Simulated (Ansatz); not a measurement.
Relaxing Ti2Pt

Computed with Ansatz, DFT PBE, scalar-relativistic, plane waves, PAW. Cutoff 420 eV, Γ-centred k mesh, Gaussian smearing, no spin polarisation in the final step.

Ti2Pt was placed on the sites of a reported Li2Pt cell (P6/mmm, No. 191), with Ti in place of Li, at a guessed volume.

```xyz
3
Lattice="4.3322 0.0000 0.0000 -2.1661 3.7518 0.0000 0.0000 0.0000 2.7539" Properties=species:S:1:pos:R:3 pbc="T T T"
Ti    0.0000    2.5012    1.3770
Ti    2.1661    1.2506    1.3770
Pt    0.0000    0.0000    0.0000
```

Cell and atoms relax at zero pressure; the relaxation can't lower the symmetry of the start. After a coarse first stage the cell is made exact in the group found at 0.06 Å.

Energies over the elements count from the elements' standard structures at the same level, with no empirical corrections.

(1) What does it relax into?

(2) What are its volume, energy, density and gap?

## Answers

(1) It keeps P6/mmm (No. 191). Conventional cell: a = 4.485 Å, c = 2.683 Å. Ti has 5 Ti at 2.59–2.68 Å and 6 Pt at 2.92 Å; around Pt lie 2 Pt at 2.68 Å and 12 Ti at 2.92 Å.

```cif
data_structure
_symmetry_space_group_name_H-M 'P6/mmm'
_symmetry_Int_Tables_number 191
_cell_length_a 4.4853
_cell_length_b 4.4853
_cell_length_c 2.6826
_cell_angle_alpha 90.000
_cell_angle_beta 90.000
_cell_angle_gamma 120.000
_cell_volume 46.74
loop_
_atom_site_label
_atom_site_type_symbol
_atom_site_symmetry_multiplicity
_atom_site_Wyckoff_symbol
_atom_site_fract_x
_atom_site_fract_y
_atom_site_fract_z
_atom_site_occupancy
Ti1 Ti 2 d 0.33333 0.66667 0.50000 1
Pt1 Pt 1 a 0.00000 0.00000 0.00000 1
```

(2) The volume per atom is 15.58 Å³, the density is 10.33 g/cm³ and the energy over the elements is -0.40 eV/atom. The gap on the 12×12×18 mesh is 0 eV (a metal).

The final run used a 12×12×18 mesh on its 3-atom cell and 0.10 eV smearing. The k mesh leaves about 4 meV/atom of noise in metals. Spin–orbit coupling is left out. Symmetry constrained the relaxation, so the result can be a saddle point.

Cost: 3 runs of about 1.1 core-minutes in all, on Intel Xeon Platinum 8488C (Sapphire Rapids) (shared hosts).